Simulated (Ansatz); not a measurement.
## SnO2 (Cassiterite) under changes of volume

One of the cells (11.922 Å³/atom); the others are scaled copies at fixed shape and fractional positions:

```
CELL_PARAMETERS angstrom
4.73800 0.00000 0.00000
0.00000 4.73800 0.00000
0.00000 0.00000 3.18650
ATOMIC_POSITIONS crystal
Sn 0.50000 0.50000 0.50000
Sn 0.00000 0.00000 0.00000
O 0.80710 0.19290 0.50000
O 0.69290 0.69290 0.00000
O 0.19290 0.80710 0.50000
O 0.30710 0.30710 0.00000
```

```yaml
Program: Ansatz 0.2.0
Functional: r2SCAN
Dispersion: rVV10
Potentials_or_basis: Ansatz PAW
Cutoff: "500 eV (not typed: the program's choice for these potentials)"
k_mesh: 6 × 6 × 8
Occupations: fermi-dirac, width 0.05 eV
Spin: no spin polarisation
```

| volume (Å³/atom) | energy over the lowest point (meV/atom) | pressure (GPa) | gap on the mesh (eV) | largest force (eV/Å) |
| --- | --- | --- | --- | --- |
| 11.207 | 43.09 | 18.3 | 2.71 | 0.539 |
| 11.445 | 20.47 | 12.2 | 2.44 | 0.436 |
| 11.684 | 6.41 | 6.8 | 2.18 | 0.340 |
| 11.922 | 0.00 | 1.9 | 1.93 | 0.251 |
| 12.161 | 0.44 | -2.4 | 1.69 | 0.168 |
| 12.399 | ? | ? | ? | ? |
| 12.637 | 18.97 | -9.8 | 1.25 | 0.019 |

Problem. What does the run at 12.399 Å³/atom give?

Solution. Energy over the lowest point 6.98 meV/atom; pressure -6.3 GPa; gap on the mesh 1.47 eV; largest force 0.091 eV/Å.

Worked out: A Birch-Murnaghan fit of order 3 (a polynomial in V^(-2/3)) to the other rows has its minimum at 12.02 Å³/atom with B0 = V·E''(V) = 221 GPa and B' = 4.7 at fixed shape and positions, which overstates the stiffness. It gives 6.99 meV/atom at 12.399 Å³/atom, against the run's 6.98, and -dE/dV = -6.3 GPa, against -6.3. A straight line through the other rows of the gap, of slope -12.2 eV per unit of ln V (its deformation potential), gives 1.46 eV, against the run's 1.47.

Energies are extrapolated to zero smearing.

Caveats: spin-orbit coupling is left out, which moves the levels of the heavy elements; the PAW data sets come from PBE, with cores solved anew for the run's functional, which leaves a small shift of forces and pressure.
